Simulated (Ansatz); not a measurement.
The structure comes from a relaxation in the same program, started in the rocksalt type, and has space group Fm-3m. Whether it is a known phase or the ground state wasn't checked.

An input for LiF: DFT, PBE, all-electron PAW with datasets made for the crystal, scalar-relativistic (Ansatz 0.2.0).

```yaml
crystal:
  lattice:
    - [0.0, 2.0340519226, 2.0340519226]
    - [2.0340519226, 0.0, 2.0340519226]
    - [2.0340519226, 2.0340519226, 0.0]
  atoms:
    - { symbol: Li, position: [0.0, 0.0, 0.0] }
    - { symbol: F, position: [0.5, 0.5, 0.5] }
kpoints:
  mp_grid: { grid: [14, 14, 14] }
  band_path:
    path:
      - [0.0, 0.0, 0.0]
      - [0.5, 0.0, 0.5]
      - [0.625, 0.25, 0.625]
      - [0.375, 0.375, 0.75]
      - [0.0, 0.0, 0.0]
      - [0.5, 0.5, 0.5]
      - [0.5, 0.25, 0.75]
      - [0.5, 0.0, 0.5]
    npoints: 8
scf:
  occupations: { method: fermi_dirac, width: 0.03 }
hamiltonian:
  xc: pbe
  pseudopotentials: { kind: all_electron, datasets: crystal }
output:
  forces: true
  stress: true
  eigenvalues: true
  efg: { contact_densities: true }
```

Set-up and iterations as logged by Ansatz (the results part is left out, to be predicted):

```
hamiltonian.pseudopotentials.datasets: crystal makes datasets for this crystal and solves the spheres of its atoms anew in each pass: cutoff 360.0 eV, the density's 1800.0 eV; for an error of 0.50 meV an atom under PBE, 1.0 meV for the cell; an energy difference from a run of another recipe may be off by several times the error for the cell, under r2SCAN by more, where some 0.1 meV an atom stays at smaller errors; Li in spheres of 1.005 Å, 1 of its electrons in bands, 2 on its site; F in spheres of 1.021 Å, 7 of its electrons in bands; only band paths and densities of states list, in semicore columns, the levels of the semicore shells that are solved separately: 1s of Li
Engine: ansatz 0.2.0
Pseudopotentials: kind: all_electron
Pseudopotential: Li, paw, valence charge 3, recommended cutoff 360 eV (normal), Koelling and Harmon's equation, gaussian nucleus
Pseudopotential: F, paw, valence charge 7, recommended cutoff 360 eV (normal), Koelling and Harmon's equation, gaussian nucleus
Functional definition: PBE
  parameter kappa = 0.804
  parameter beta = 0.06672455060314922
  exchange = pbe_x(kappa = kappa, mu = beta*pi^2/3)
  correlation = pbe_c(beta = beta)
Crystal: 2 atoms, lattice volume = 16.831 Å³
Basis set: ecut = 360 eV, 259 PW (Γ), exchange–correlation on 40×40×40 points (8 copies of the dense FFT grid, shifted against one another)
Bands: 8, of which v1, the nominal top of the filled ones, is band 4 counted from 1 (3 counted from 0)
Symmetry: 48 space group operations
Space group: Fm-3m (ITA 225), of the structure as read, at distance tolerance 2.6e-5 Å
k-points: 104 of 2744
Non-local potential: Li, projectors of the file, l = 0: 1, l = 1: 1
Non-local potential: F, projectors of the file, l = 0: 2, l = 1: 2
PAW form: soft (Blöchl's): semilocal exchange-correlation on the pseudo side does not see the compensation charge
PAW one-centre angular grid: Li, 110 points (default); XC on its mesh's 2017 points in the sphere
PAW one-centre angular grid: F, 110 points (default); XC on its mesh's 1937 points in the sphere
Initial density: superposition of atomic densities (neutral atoms: chi_scale 0, normalization atom)
Initial wavefunctions: pseudopotential atomic-orbital guess
Functional: x = pbe(κ = 0.804, μ = 0.2195149727645171), c = pbe(β = 0.06672455060314922)
iter 1 solved again at ethr=1.99e-2 eV; its pass at ethr=1.00e-1 eV (dr2=1.59e0 eV) is discarded
SCF iter   1: F=—  HF=-2927.068743 eV  |F-HF|=—  |Δ(HF+E_count)|=         —  Δρ=1.06e-1  dr2=1.67e0  ethr=1.99e-2  ⟨swp⟩=2.2  Hψ=4887  notcnv=0
iter 2 solved again at ethr=1.85e-3 eV; its pass at ethr=1.99e-2 eV (dr2=1.48e-1 eV) is discarded
SCF iter   2: F=—  HF=-2926.649115 eV  |F-HF|=—  |Δ(HF+E_count)|=   4.20e-1  Δρ=4.67e-2  dr2=1.50e-1  ethr=1.85e-3  ⟨swp⟩=2.1  Hψ=3563  notcnv=0
SCF iter   3: F=—  HF=-2926.582257 eV  |F-HF|=—  |Δ(HF+E_count)|=   6.69e-2  Δρ=1.15e-2  dr2=2.19e-2  ethr=1.85e-3  ⟨swp⟩=3.0  Hψ=1930  notcnv=0
SCF iter   4: F=—  HF=-2926.590377 eV  |F-HF|=—  |Δ(HF+E_count)|=   8.12e-3  Δρ=1.27e-3  dr2=1.63e-4  ethr=2.73e-4  ⟨swp⟩=2.9  Hψ=2289  notcnv=0  defer=1
SCF iter   5: F=—  HF=-2926.591000 eV  |F-HF|=—  |Δ(HF+E_count)|=   6.23e-4  Δρ=1.55e-4  dr2=1.40e-6  ethr=2.03e-6  ⟨swp⟩=3.0  Hψ=2517  notcnv=0
SCF iter   6: F=—  HF=-2926.591012 eV  |F-HF|=—  |Δ(HF+E_count)|=   1.21e-5  Δρ=4.39e-5  dr2=9.95e-8  ethr=1.75e-8  ⟨swp⟩=3.0  Hψ=1647  notcnv=0
SCF iter   7: F=-2926.591013 eV  HF=-2926.591013 eV  |F-HF|=3.32e-9  |Δ(HF+E_count)|=   7.73e-7  Δρ=2.94e-6  dr2=5.22e-10  ethr=1.24e-9  ⟨swp⟩=3.0  Hψ=1664  notcnv=0
```

Task: What pressure will this run report?

Result: -0.10 GPa (positive in compression).
